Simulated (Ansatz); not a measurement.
ZnS: opening a crack plane

ZnS, P6_3mc, a = 3.845 Å, c = 6.305 Å. The compound has several low-lying forms, and this is one of them. Ansatz: PBE, PAW, 420 eV, Γ-centred 4×7×3 mesh on 16 atoms, Gaussian smearing 0.05 eV; no spin polarisation. One cut on (101) per cell of 16 atoms is opened rigidly by x, between planes of S and S that stand 0.49 Å apart; y is the energy per area (27.421 Å², 1 eV/Å² = 16.02 J/m²).

```tsv
x (Å)	y (J/m²)
0.00	0.000
0.50	0.475
1.00	?
2.00	2.109
3.00	2.433
6.00	2.558
```

Question: Fit the universal binding curve y = W[1 − (1 + x/l) e^(−x/l)] to the other rows, give the peak stress, and predict the missing value.

Answer: Least squares gives W = 2.56 J/m² and l = 0.635 Å. The stress dy/dx peaks at x = l with W/(e l) = 14.8 GPa, for rigid faces. At x = 1.00: x/l = 1.575, y = 1.195 J/m². The run gave 1.199 J/m², so the fit is 0.004 J/m² too low, within twice the rms miss on the fitted rows (0.003 J/m²).

Cost: 6 runs of about 21 core-minutes in all, on Intel Xeon Platinum 8259CL (Skylake/Cascade Lake) (shared hosts).